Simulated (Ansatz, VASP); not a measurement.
## LiF in VASP and in Ansatz

```
CELL_PARAMETERS angstrom
0.00000 2.06435 1.91330
2.06435 0.00000 1.91330
2.06435 2.06435 0.00000
ATOMIC_POSITIONS crystal
Li 0.00000 0.00000 0.00000
F 0.50000 0.50000 0.50000
```

Change from the starting cell: strain +0.025 along x and y, -0.050 along z, atoms carried along.

Alike in both runs: task single point; functional LDA; k mesh 10 × 10 × 10; occupations gaussian, width 0.05 eV; no spin polarisation.

|  | VASP | Ansatz |
| --- | --- | --- |
| version | VASP 6.6.1 | Ansatz 0.2.0 |
| potentials or method | VASP PAW LDA potentials, release 64 (Li_sv, F) | scalar-relativistic, plane waves, PAW |
| plane-wave cutoff (eV) | 520 | 420 |
| valence electrons in the cell | 10 | 10 |

Ansatz gave:

* gap on the k mesh at the Fermi level (eV): 8.77
* least direct gap on the mesh (eV): 8.77

Task: What did VASP give for the same quantities?

Result: gap on the k mesh at the Fermi level (eV): 8.76; least direct gap on the mesh (eV): 8.76.

 A k mesh can miss the band edges.
